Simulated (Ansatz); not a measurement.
Geometry optimisation in Ansatz: input, command and trajectory.

```yaml
crystal:
  lattice:
    - [4.4142903767, 0.0, 0.0]
    - [-2.2071451884, 3.8228876059, 0.0]
    - [0.0, 0.0, 25.229750021]
  atoms:
    - { symbol: K, position: [0.0, 0.0, 0.0] }
    - { symbol: Cl, position: [0.6666666667, 0.3333333333, 0.0714285714] }
    - { symbol: K, position: [0.3333333333, 0.6666666667, 0.1428571429] }
    - { symbol: Cl, position: [0.6666666667, 0.3333333333, 0.2142857143] }
    - { symbol: K, position: [0.0, 0.0, 0.2857142857] }
    - { symbol: Cl, position: [0.6666666667, 0.3333333333, 0.3571428571] }
    - { symbol: K, position: [0.3333333333, 0.6666666667, 0.4285714286] }
    - { symbol: Cl, position: [0.0, 0.0, 0.5] }
    - { symbol: K, position: [0.6666666667, 0.3333333333, 0.5714285714] }
    - { symbol: Cl, position: [0.3333333333, 0.6666666667, 0.6428571429] }
    - { symbol: K, position: [0.0, 0.0, 0.7142857143] }
    - { symbol: Cl, position: [0.6666666667, 0.3333333333, 0.7857142857] }
    - { symbol: K, position: [0.3333333333, 0.6666666667, 0.8571428571] }
    - { symbol: Cl, position: [0.6666666667, 0.3333333333, 0.9285714286] }
basis:
  ecutwfc: 420
kpoints:
  mp_grid: { grid: [6, 6, 1] }
hamiltonian:
  xc: pbesol
scf:
  occupations: { method: gaussian, width: 0.02 }
output:
  forces: true
  stress: true
  eigenvalues: true
  populations: true
relax:
  adjacent_minimum: "off"
  f_tol: 0.01
  max_steps: 45
  cell: { stress_tol: 0.05 }
```

```bash
ansatz run input.yaml --threads 1 --pin off --max-ram 2560MiB --backend cpu --events-out ev --progress --plain --runs-dir out
```

These are results of DFT PBEsol, scalar-relativistic, plane waves, PAW (Ansatz 0.2.0), not measurements.

Of 4 frames 4 are shown, positions in Å and forces in eV/Å; the SCF threshold varies from step to step. Steps run on the plane waves of an earlier cell, with a Pulay correction in the pressure. The basis is chosen afresh for the last frame, the zero of the energies, and can be on the way; energy and pressure step there, also at an unchanged geometry.

```xyz
14
Lattice="4.4143 0.0000 0.0000 -2.2071 3.8229 0.0000 0.0000 0.0000 25.2297" Properties=species:S:1:pos:R:3:forces:R:3 pbc="T T T" step=1 free_energy_over_end_meV_per_atom=5.44 pressure_GPa=0.15
K     0.0000    0.0000    0.0000    0.0000    0.0000   -0.0010
Cl    2.2071    1.2743    1.8021    0.0000    0.0000    0.0000
K     0.0000    2.5486    3.6042    0.0000    0.0000    0.0010
Cl    2.2071    1.2743    5.4064    0.0000    0.0000    0.0040
K     0.0000    0.0000    7.2085    0.0000    0.0000    0.0210
Cl    2.2071    1.2743    9.0106    0.0000    0.0000    0.1360
K     0.0000    2.5486   10.8127    0.0000    0.0000    0.0210
Cl    0.0000    0.0000   12.6149    0.0000    0.0000   -0.0010
K     2.2071    1.2743   14.4170    0.0000    0.0000    0.0000
Cl    0.0000    2.5486   16.2191    0.0000    0.0000    0.0010
K     0.0000    0.0000   18.0212    0.0000    0.0000   -0.0210
Cl    2.2071    1.2743   19.8234    0.0000    0.0000   -0.1360
K     0.0000    2.5486   21.6255    0.0000    0.0000   -0.0210
Cl    2.2071    1.2743   23.4276    0.0000    0.0000   -0.0040
14
Lattice="4.3672 0.0000 0.0000 -2.1836 3.7821 0.0000 0.0000 0.0000 25.8025" Properties=species:S:1:pos:R:3:forces:R:3 pbc="T T T" step=2 free_energy_over_end_meV_per_atom=0.58 pressure_GPa=0.07
K     0.0000    0.0000   -0.0258    0.0000    0.0000   -0.0020
Cl    2.1836    1.2607    1.8430    0.0000    0.0000    0.0000
K     0.0000    2.5214    3.7119    0.0000    0.0000    0.0020
Cl    2.1836    1.2607    5.5821    0.0000    0.0000    0.0000
K     0.0000    0.0000    7.4527    0.0000    0.0000   -0.0060
Cl    2.1836    1.2607    9.3138    0.0000    0.0000    0.0280
K     0.0000    2.5214   11.1295    0.0000    0.0000   -0.0060
Cl    0.0000    0.0000   12.9355    0.0000    0.0000    0.0040
K     2.1836    1.2607   14.7443    0.0000    0.0000    0.0000
Cl    0.0000    2.5214   16.5531    0.0000    0.0000   -0.0040
K     0.0000    0.0000   18.3591    0.0000    0.0000    0.0060
Cl    2.1836    1.2607   20.1748    0.0000    0.0000   -0.0280
K     0.0000    2.5214   22.0359    0.0000    0.0000    0.0060
Cl    2.1836    1.2607   23.9065    0.0000    0.0000    0.0000
14
Lattice="4.3427 0.0000 0.0000 -2.1713 3.7609 0.0000 0.0000 0.0000 26.1229" Properties=species:S:1:pos:R:3:forces:R:3 pbc="T T T" step=3 free_energy_over_end_meV_per_atom=0.00 pressure_GPa=0.02
K     0.0000    0.0000   -0.0297    0.0000    0.0000    0.0010
Cl    2.1713    1.2536    1.8659    0.0000    0.0000    0.0000
K     0.0000    2.5073    3.7615    0.0000    0.0000   -0.0010
Cl    2.1713    1.2536    5.6566    0.0000    0.0000   -0.0010
K     0.0000    0.0000    7.5510    0.0000    0.0000   -0.0010
Cl    2.1713    1.2536    9.4410    0.0000    0.0000   -0.0050
K     0.0000    2.5073   11.2730    0.0000    0.0000   -0.0010
Cl    0.0000    0.0000   13.1006    0.0000    0.0000   -0.0010
K     2.1713    1.2536   14.9274    0.0000    0.0000    0.0000
Cl    0.0000    2.5073   16.7542    0.0000    0.0000    0.0010
K     0.0000    0.0000   18.5817    0.0000    0.0000    0.0010
Cl    2.1713    1.2536   20.4137    0.0000    0.0000    0.0050
K     0.0000    2.5073   22.3037    0.0000    0.0000    0.0010
Cl    2.1713    1.2536   24.1981    0.0000    0.0000    0.0010
14
Lattice="4.3427 0.0000 0.0000 -2.1713 3.7609 0.0000 0.0000 0.0000 26.1229" Properties=species:S:1:pos:R:3:forces:R:3 pbc="T T T" step=4 free_energy_over_end_meV_per_atom=0.00 pressure_GPa=0.02
K     0.0000    0.0000   -0.0297    0.0000    0.0000    0.0010
Cl    2.1713    1.2536    1.8659    0.0000    0.0000    0.0000
K     0.0000    2.5073    3.7615    0.0000    0.0000   -0.0010
Cl    2.1713    1.2536    5.6566    0.0000    0.0000   -0.0010
K     0.0000    0.0000    7.5510    0.0000    0.0000   -0.0010
Cl    2.1713    1.2536    9.4410    0.0000    0.0000   -0.0050
K     0.0000    2.5073   11.2730    0.0000    0.0000   -0.0010
Cl    0.0000    0.0000   13.1006    0.0000    0.0000   -0.0010
K     2.1713    1.2536   14.9274    0.0000    0.0000    0.0000
Cl    0.0000    2.5073   16.7542    0.0000    0.0000    0.0010
K     0.0000    0.0000   18.5817    0.0000    0.0000    0.0010
Cl    2.1713    1.2536   20.4137    0.0000    0.0000    0.0050
K     0.0000    2.5073   22.3037    0.0000    0.0000    0.0010
Cl    2.1713    1.2536   24.1981    0.0000    0.0000    0.0010
```

Time: 70 s on 1 thread of Arm Neoverse V1, with other jobs on the host, peak memory 0.65 GiB.